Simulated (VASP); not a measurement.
# Zr (Im-3m) in VASP: further runs

One crystal, Zr, is run at these levels: PBE+D4, PBE+rVV10, PBE+TS; tasks: relaxation of cell and atoms.

Everything below comes from runs of VASP 6.6.1. Logs are shortened: lines on timing, memory, paths and dates and some standing lists are left out, and cuts for length are marked.

## Step 1: The crystal as given

It takes space group Im-3m (No. 229, cubic). Conventional cell: a = 3.620 Å, b = 3.620 Å, c = 3.620 Å, α = 90.00°, β = 90.00°, γ = 90.00°. Zr (site symmetry m-3m) has 8 Zr at 3.14 Å as nearest neighbours.

This isn't the form of Zr at room conditions, which is hcp.

## Step 2: Relaxation of cell and atoms, PBE+D4

INCAR reads:

```
PREC     = Accurate       # precision mode
ENCUT    = 600            # plane-wave cutoff, eV
EDIFF    = 1E-6           # SCF threshold, eV
ISMEAR   = -1             # smearing method
SIGMA    = 0.05           # smearing width, eV
LREAL    = F              # projectors in reciprocal space
LASPH    = T              # aspherical terms in the spheres
NELM     = 80             # most SCF steps
ALGO     = Fast           # electronic algorithm
ISIF     = 3              # what is computed and relaxed
LWAVE    = F              # write WAVECAR
LCHARG   = F              # write CHGCAR
GGA      = PE             # functional
IVDW     = 13             # dispersion correction
IBRION   = 2              # ionic algorithm
NSW      = 60             # ionic steps
EDIFFG   = -0.01          # ionic threshold
```

KPOINTS reads:

```
regular mesh
0
Gamma
  10 10 10
```

POSCAR reads:

```
Zr
1.0
   -1.8100000000      1.8100000000      1.8100000000
    1.8100000000     -1.8100000000      1.8100000000
    1.8100000000      1.8100000000     -1.8100000000
Zr
1
Direct
    0.0000000000      0.0000000000      0.0000000000
```

Potentials or basis: VASP PAW PBE potentials, release 64 (Zr_sv).

Run with:

```console
> cat potpaw_PBE.64/Zr_sv/POTCAR > POTCAR
> mpirun -np 1 vasp_std > vasp.out
```

OUTCAR:

```text
PREC = Accurate
   ENCUT = 600
   EDIFF = 1E-6
   ISMEAR = -1
   LREAL = F
   LASPH = T
   NELM = 80
   ISIF = 3
   GGA = PE
   IVDW = 13
   IBRION = 2
   NSW = 60
   EDIFFG = -0.01

 ion  position               nearest neighbor table
   1  0.000  0.000  0.000-

  LATTYP: Found a body centered cubic cell.
 ALAT       =     3.6200000000

  Lattice vectors:

 A1 = (  -1.8100000000,   1.8100000000,   1.8100000000)
 A2 = (   1.8100000000,  -1.8100000000,   1.8100000000)
 A3 = (   1.8100000000,   1.8100000000,  -1.8100000000)

Analysis of symmetry for initial positions (statically):
=====================================================================
 Subroutine PRICEL returns:
 Original cell was already a primitive cell.

 Routine SETGRP: Setting up the symmetry group for a
 body centered cubic supercell.

 Subroutine GETGRP returns: Found 48 space group operations
 (whereof 48 operations were pure point group operations)
 out of a pool of 48 trial point group operations.

The static configuration has the point symmetry O_h .

Analysis of symmetry for dynamics (positions and initial velocities):
=====================================================================
 Subroutine PRICEL returns:
 Original cell was already a primitive cell.

 Routine SETGRP: Setting up the symmetry group for a
 body centered cubic supercell.

 Subroutine GETGRP returns: Found 48 space group operations
 (whereof 48 operations were pure point group operations)
 out of a pool of 48 trial point group operations.

The dynamic configuration has the point symmetry O_h .

 Subroutine INISYM returns: Found 48 space group operations
 (whereof 48 operations are pure point group operations),
 and found     1 'primitive' translations

----------------------------------------------------------------------------------------

                                     Primitive cell

  volume of cell :      23.7190

  direct lattice vectors                    reciprocal lattice vectors
    -1.810000000  1.810000000  1.810000000     0.000000000  0.276243094  0.276243094
     1.810000000 -1.810000000  1.810000000     0.276243094  0.000000000  0.276243094
     1.810000000  1.810000000 -1.810000000     0.276243094  0.276243094  0.000000000

  length of vectors
     3.135011962  3.135011962  3.135011962     0.390666730  0.390666730  0.390666730

  position of ions in fractional coordinates (direct lattice)
     0.000000000  0.000000000  0.000000000

  ion indices of the primitive-cell ions
   primitive index   ion index
                 1           1

----------------------------------------------------------------------------------------

 KPOINTS: regular mesh

Automatic generation of k-mesh.
 Grid dimensions read from file:
 generate k-points for:   10   10   10

 Generating k-lattice:

  Cartesian coordinates                     Fractional coordinates (reciprocal lattice)
     0.000000000  0.027624309  0.027624309     0.100000000  0.000000000  0.000000000
     0.027624309  0.000000000  0.027624309     0.000000000  0.100000000  0.000000000
     0.027624309  0.027624309  0.000000000     0.000000000  0.000000000  0.100000000

  Length of vectors
     0.039066673  0.039066673  0.039066673

  Shift w.r.t. Gamma in fractional coordinates (k-lattice)
     0.000000000  0.000000000  0.000000000

 Subroutine IBZKPT returns following result:
 ===========================================

 Found     47 irreducible k-points:

 Following reciprocal coordinates:
            Coordinates               Weight
  0.000000  0.000000  0.000000      1.000000
  0.100000  0.000000  0.000000     12.000000
  0.200000  0.000000  0.000000     12.000000
  0.300000  0.000000  0.000000     12.000000
  0.400000  0.000000  0.000000     12.000000
  0.500000  0.000000  0.000000      6.000000
[... 16 lines left out ...]
  0.300000  0.300000  0.100000      8.000000
 -0.300000  0.300000  0.100000     24.000000
 [... further k-points ...]
   k-points           NKPTS =     47   k-points in BZ     NKDIM =     47   number of bands    NBANDS=     10
   number of dos      NEDOS =    301   number of ions     NIONS =      1
   total plane-waves  NPLWV =  21952
   dimension x,y,z NGX =    28 NGY =   28 NGZ =   28
   dimension x,y,z NGXF=    56 NGYF=   56 NGZF=   56
   ions per type =               1
   NGX,Y,Z   is equivalent  to a cutoff of  14.85, 14.85, 14.85 a.u.
   NGXF,Y,Z  is equivalent  to a cutoff of  29.70, 29.70, 29.70 a.u.
 SYSTEM =  unknown system
   PREC   = accura    normal or accurate (medium, high low for compatibility)
   ISTART =      0    job   : 0-new  1-cont  2-samecut
   ICHARG =      2    charge: 1-file 2-atom 10-const
   ISPIN  =      1    spin polarized calculation?
   LNONCOLLINEAR =      F non collinear calculations
   LSORBIT =      F    spin-orbit coupling
   LASPH  =      T    aspherical Exc in radial PAW
   ENCUT  =  600.0 eV  44.10 Ry    6.64 a.u.   6.26  6.26  6.26*2*pi/ulx,y,z
   NELM   =     80;   NELMIN=  2; NELMDL= -5     # of ELM steps
   EDIFF  = 0.1E-05   stopping-criterion for ELM
   LREAL  =      F    real-space projection
   EDIFFG = -.1E-01   stopping-criterion for IOM
   NSW    =     60    number of steps for IOM
   IBRION =      2    ionic relax: 0-MD 1-quasi-New 2-CG
   NFREE  =      1    steps in history (QN), initial steepest desc. (CG)
   ISIF   =      3    stress and relaxation
   ISYM   =      2    0-nonsym 1-usesym 2-fastsym
   POTIM  = 0.5000    time-step for ionic-motion
   TEBEG  =    0.0;   TEEND  =   0.0 temperature during run
   PSTRESS=    0.0 pullay stress
   NELECT =      12.0000    total number of electrons
   NUPDOWN=      -1.0000    fix difference up-down
   EMIN   =  10.00;   EMAX   =-10.00  energy-range for DOS
   EFERMI =   0.00;   METHOD = LEGACY
   ISMEAR =    -1;   SIGMA  =   0.05  broadening in eV -4-tet -1-fermi 0-gaus
   EFERMI_NEDOS =   21; number of points for ismear=-14 and -15
   IALGO  =     68    algorithm
   IMIX   =      4    mixing-type and parameters
     AMIX     =   0.40;   BMIX     =  1.00
     AMIX_MAG =   1.60;   BMIX_MAG =  1.00
  volume/ion in A,a.u.               =      23.72       160.06
  Fermi-wavevector in a.u.,A,eV,Ry     =   1.304478  2.465105 23.152520  1.701662
  Thomas-Fermi vector in A             =   2.435411
   LORBIT       =      0    0 simple, 1 ext, 2 COOP (PROOUT), +10 PAW based schemes
   GGA     = PE    functional components
   LHFCALC =     F    Hartree Fock is set to
   AEXX    =    0.0000 exact exchange contribution
   IVDW    =    13    specifies the selected vdW correction
   LEPSILON=     F    determine dielectric tensor
   LRPA    =     F    only Hartree local field effects (RPA)
 conjugate gradient relaxation of ions
 non-spin polarized calculation
 RMM-DIIS sequential band-by-band and
  energy-cutoff  :      600.00
  volume of cell :       23.72
 maximum number of plane-waves:       802
 NGX is ok and might be reduce to    28
   NGX = 13   NGY = 13   NGZ = 13

--------------------------------------- Ionic step        1  -------------------------------------------

 number of electron      12.0000000 magnetization

 Free energy of the ion-electron system (eV)
  ---------------------------------------------------
  ext. energy  EPLUGINS =         0.00000000
  ---------------------------------------------------
  free energy    TOTEN  =        -8.43696698 eV

  energy without entropy =       -8.42069019  energy(sigma->0) =       -8.42882858

------------------------ aborting loop because EDIFF is reached ----------------------------------------

  DFT-D4 for vdW energy calculation

  Edisp (eV):   -0.20043

  FORCE on cell =-STRESS in cart. coord.  units (eV):
  Direction    XX          YY          ZZ          XY          YZ          ZX
  --------------------------------------------------------------------------------------
  -------------------------------------------------------------------------------------
  Total      -0.69168    -0.69168    -0.69168     0.00000     0.00000     0.00000
  in kB     -46.72173   -46.72173   -46.72173     0.00000     0.00000     0.00000
  external pressure =      -46.72 kB  Pullay stress =        0.00 kB
[... 59 lines left out ...]
  energy  without entropy=       -8.6338496018  energy(sigma->0) =       -8.64024800

--------------------------------------- Ionic step        3  -------------------------------------------

 number of electron      12.0000000 magnetization

 Free energy of the ion-electron system (eV)
  ---------------------------------------------------
  ext. energy  EPLUGINS =         0.00000000
  ---------------------------------------------------
  free energy    TOTEN  =        -8.44569566 eV

  energy without entropy =       -8.43160475  energy(sigma->0) =       -8.43865021

 E-fermi :   9.2024     XC(G=0): -11.2588

 val. band max:        9.1597296286   @ k =   0.2000   0.2000   0.0000
 cond. band min:       9.2134711826   @ k =   0.2000   0.1000   0.0000
 fundamental gap:      0.0537415541
 Fermi energy:         9.2024167417

 k-point     1 :       0.0000    0.0000    0.0000
  band No.  band energies     occupation
      1     -39.2397      2.00000
      2     -16.6936      2.00000
      3     -16.6936      2.00000
      4     -16.6936      2.00000
      5       3.7321      2.00000
      6      10.3120      0.00000
      7      10.3120      0.00000
      8      10.3120      0.00000
      9      12.8918      0.00000
     10      12.8918      0.00000
[... 287 lines left out ...]
 k-point    24 :      -0.3000    0.3000    0.1000
  band No.  band energies     occupation
      1     -39.1099      2.00000
      2     -17.4140      2.00000
      3     -16.9604      2.00000
      4     -16.7811      2.00000
      5       6.2585      2.00000
      6       9.3071      0.21956
      7       9.3449      0.10934
      8      11.7384      0.00000
      9      13.0481      0.00000
     10      13.7139      0.00000

 [... further k-points ...]

------------------------ aborting loop because EDIFF is reached ----------------------------------------

  DFT-D4 for vdW energy calculation

  Edisp (eV):   -0.21259

  FORCE on cell =-STRESS in cart. coord.  units (eV):
  Direction    XX          YY          ZZ          XY          YZ          ZX
  --------------------------------------------------------------------------------------
  -------------------------------------------------------------------------------------
  Total      -0.00459    -0.00459    -0.00459    -0.00000     0.00000     0.00000
  in kB      -0.32887    -0.32887    -0.32887    -0.00000     0.00000     0.00000
  external pressure =       -0.33 kB  Pullay stress =        0.00 kB
[... 16 lines left out ...]
  FREE ENERGIE OF THE ION-ELECTRON SYSTEM (eV)
  ---------------------------------------------------
  free  energy   TOTEN  =        -8.6582836113 eV

  energy  without entropy=       -8.6441926980  energy(sigma->0) =       -8.65123815

 reached required accuracy - stopping structural energy minimisation
```

It took 69 s on 1 thread of Intel Xeon Platinum 8488C (Sapphire Rapids), shared host; peak memory 0.17 GiB.

Results:

```yaml
Free_energy: -8.6583 eV
Relaxed_volume: 22.36 Å³/atom
Relaxed_cell: a = 3.074 Å, b = 3.074 Å, c = 3.074 Å, α = 109.47°, β = 109.47°, γ = 109.47°
Space_group_after_relaxing_to_0.05_Å: Im-3m (No. 229)
Energy_gained_by_relaxing: 20.9 meV/atom
Ionic_steps: 3
Pressure_after_relaxing: 0.0 GPa
Band_gap_on_the_k_mesh: none (metal or under the smearing width)
Dispersion_energy_per_atom: -0.213 eV
```

The path:
```csv
step,energy change (eV),largest force (eV/Å),pressure (GPa),volume (Å³)
1,0.0000,0.0000,-4.67,23.72
2,-0.0093,0.0000,4.14,21.42
3,-0.0209,0.0000,-0.03,22.36
```

Final structure:
```
Zr
1.0
    -1.77480    1.77480    1.77480
     1.77480   -1.77480    1.77480
     1.77480    1.77480   -1.77480
Zr
1
Direct
  0.00000 0.00000 0.00000
```

Caveat: pairwise dispersion overbinds metals, which lowers pressure and volume.

## Step 3: Relaxation of cell and atoms, PBE+rVV10

INCAR reads:

```
PREC = Accurate
ENCUT = 600
EDIFF = 1E-6
ISMEAR = -1
SIGMA = 0.05
LREAL = False
LASPH = True
NELM = 100
ALGO = Normal
ISIF = 3
LWAVE = False
LCHARG = False
GGA = PE
LUSE_VDW = True
IVDW_NL = 2
BPARAM = 10.0
CPARAM = 0.0093
IBRION = 2
NSW = 60
EDIFFG = -0.01
```

KPOINTS is that of step 2.

POSCAR is that of step 2.

Potentials or basis: VASP PAW PBE potentials, release 64 (Zr_sv).

Run with:

```console
> cat potpaw_PBE.64/Zr_sv/POTCAR > POTCAR
> mpirun -np 1 vasp_std > vasp.out
```

It took 2.1 min on 1 thread of Intel Xeon Platinum 8488C (Sapphire Rapids), shared host; peak memory 0.27 GiB.

The run converged. Its results:

```
Free energy                            : -8.1719 eV
Relaxed volume                         : 22.47 Å³/atom
Relaxed cell                           : a = 3.079 Å, b = 3.079 Å, c = 3.079 Å, α = 109.47°, β = 109.47°, γ = 109.47°
Space group after relaxing (to 0.05 Å) : Im-3m (No. 229)
Energy gained by relaxing              : 17.8 meV/atom
Ionic steps                            : 3
Pressure after relaxing                : 0.0 GPa
Band gap on the k mesh                 : none (metal or under the smearing width)
```

The path:
```tsv
step	energy change (eV)	largest force (eV/Å)	pressure (GPa)	volume (Å³)
1	0.0000	0.0000	-4.34	23.72
2	-0.0076	0.0000	3.84	21.58
3	-0.0178	0.0000	-0.01	22.47
```

Final structure:
```xyz
1
Lattice="-1.7776 1.7776 1.7776 1.7776 -1.7776 1.7776 1.7776 1.7776 -1.7776" Properties=species:S:1:pos:R:3 pbc="T T T"
Zr    0.0000    0.0000    0.0000
```

Levels at points of the mesh, in eV from the Fermi level:
```tsv
k point	band 4	band 5	band 6	band 7	band 8	band 9
(0.00, 0.00, 0.00)	-25.89	-5.48	1.11	1.11	1.11	3.68
(0.50, 0.00, 0.00)	-25.90	-2.92	-0.76	1.69	3.69	4.39
(0.50, 0.50, 0.50)	-26.63	-2.72	-2.72	5.85	5.85	5.85
```

Caveat: pairwise dispersion overbinds metals, which lowers pressure and volume.

## Step 4: Relaxation of cell and atoms, PBE+TS

INCAR reads:

```
SYSTEM = Zr
ALGO     = Fast           ! electronic algorithm
EDIFF    = 1E-7           ! SCF threshold, eV
EDIFFG   = -0.02          ! ionic threshold
ENCUT    = 600            ! plane-wave cutoff, eV
GGA      = PE             ! functional
IBRION   = 2              ! ionic algorithm
ISIF     = 3              ! what is computed and relaxed
ISMEAR   = -1             ! smearing method
IVDW     = 2              ! dispersion correction
LASPH    = .TRUE.         ! aspherical terms in the spheres
LCHARG   = .FALSE.        ! write CHGCAR
LREAL    = .FALSE.        ! projectors in reciprocal space
LWAVE    = .FALSE.        ! write WAVECAR
NELM     = 100            ! most SCF steps
NSW      = 60             ! ionic steps
PREC     = Accurate       ! precision mode
SIGMA    = 0.05           ! smearing width, eV
```

KPOINTS reads:

```
k-points
0
G
  10 10 10
  0 0 0
```

POSCAR is that of step 3.

Run with:

```console
> cat potpaw_PBE.64/Zr_sv/POTCAR > POTCAR
> mpirun -np 1 vasp_std > vasp.out
```

Run time: 2.2 min. Hardware: 1 thread of Intel Xeon Platinum 8488C (Sapphire Rapids), shared host; peak memory 0.17 GiB.

Results (log left out):

```
Free energy                            : -9.6656 eV
Relaxed volume                         : 19.94 Å³/atom
Relaxed cell                           : a = 2.959 Å, b = 2.959 Å, c = 2.959 Å, α = 109.47°, β = 109.47°, γ = 109.47°
Space group after relaxing (to 0.05 Å) : Im-3m (No. 229)
Energy gained by relaxing              : 165.3 meV/atom
Ionic steps                            : 5
Pressure after relaxing                : 0.0 GPa
Band gap on the k mesh                 : none (metal or under the smearing width)
Dispersion energy per atom             : -1.333 eV
```

The path:
```
step  energy change (eV)  largest force (eV/Å)  pressure (GPa)  volume (Å³)
   1              0.0000                0.0000          -14.74        23.72
   2              0.0682                0.0000           25.12        16.99
   3             -0.1656                0.0000           -2.86        20.45
   4             -0.1659                0.0000           -0.44        20.01
   5             -0.1653                0.0000            0.00        19.94
```

Final structure:
```cif
data_structure
_symmetry_space_group_name_H-M 'P 1'
_symmetry_Int_Tables_number 1
_cell_length_a 2.9586
_cell_length_b 2.9586
_cell_length_c 2.9586
_cell_angle_alpha 109.471
_cell_angle_beta 109.471
_cell_angle_gamma 109.471
_cell_volume 19.94
loop_
_atom_site_label
_atom_site_type_symbol
_atom_site_fract_x
_atom_site_fract_y
_atom_site_fract_z
_atom_site_occupancy
Zr1 Zr 0.00000 0.00000 0.00000 1
```

Levels at points of the mesh, in eV from the Fermi level:
```csv
k point,band 2,band 3,band 4,band 5,band 6,band 7,band 8,band 9,band 10
"(0.00, 0.00, 0.00)",-25.44,-25.44,-25.44,-5.54,1.20,1.20,1.20,4.11,4.11
"(0.50, 0.00, 0.00)",-27.00,-25.92,-25.46,-3.23,-0.96,2.38,4.21,4.99,7.57
"(0.50, 0.50, 0.50)",-26.48,-26.48,-26.48,-3.23,-3.23,6.71,6.71,6.71,8.69
```

Caveat: atom-pairwise D2, TS and ULG terms overbind metals; the volume moved by over 15 % at a fixed basis, so the end points are rough; the volume moved by -16 % from the deposited cell, more than functionals usually miss; pairwise dispersion overbinds metals, which lowers pressure and volume.

## Step 5: For comparison

An earlier run on the cell as given: functional PBE; potentials or basis VASP PAW PBE potentials, release 64 (Zr_sv); cutoff 520 eV; k mesh 10 × 10 × 10; occupations fermi-dirac, width 0.05 eV; no spin polarisation.

- Pressure: -3.3 GPa
- Band gap on the k mesh: none (metal or under the smearing width)

## Step 6: Summary

```tsv
task	level	cell	cutoff (eV)	gap on the mesh (eV)	pressure (GPa)	relaxed volume (Å³/atom)
relaxation of cell and atoms	PBE+D4	relaxed	600	none	0.0	22.36
relaxation of cell and atoms	PBE+rVV10	relaxed	600	none	0.0	22.47
relaxation of cell and atoms	PBE+TS	relaxed	600	none	0.0	19.94
single point	PBE	as given	520	none	-3.3	-
```

Alike in all rows: potentials or basis VASP PAW PBE potentials, release 64 (Zr_sv); no spin polarisation; k mesh 10 × 10 × 10; smearing fermi-dirac 0.05 eV.

Caveats: pairwise dispersion overbinds metals, which lowers pressure and volume (some runs); atom-pairwise D2, TS and ULG terms overbind metals (some runs); the volume moved by over 15 % at a fixed basis, so the end points are rough (some runs); the volume moved by -16 % from the deposited cell, more than functionals usually miss (some runs).

Absolute energies hang on the potentials; compare differences alone.
